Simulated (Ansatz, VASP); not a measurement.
**TiAl in VASP and in Ansatz**

```
Ti Al
1.0
     2.75206    0.00000    0.00000
     0.00000    2.75206    0.00000
     0.00000    0.00000    3.97376
Ti Al
1 1
Cartesian
  1.3760 1.3760 1.9869
  0.0000 0.0000 0.0000
```

Alike in both runs: functional PBE; k mesh 14 × 14 × 10; occupations gaussian, width 0.1 eV; no spin polarisation.

Ansatz relaxed the structure, and its values are those at the end. VASP's run is a single point on that final structure, the one shown.

|  | VASP | Ansatz |
| --- | --- | --- |
| version | VASP 6.6.1 | Ansatz 0.2.0 |
| potentials or method | VASP PAW PBE potentials, release 64 (Ti_sv, Al) | scalar-relativistic, plane waves, PAW |
| plane-wave cutoff (eV) | 520 | 420 |
| valence electrons in the cell | 15 | 15 |

Ansatz gave:

| Item | Value |
| --- | --- |
| gap on the k mesh at the Fermi level (eV) | none |
| pressure (GPa) | 10.0 |

Question: Which values does VASP return?

Answer: gap on the k mesh at the Fermi level (eV): none; pressure (GPa): 9.9.

A gap of «none» marks a metal or a gap that the smearing closes.
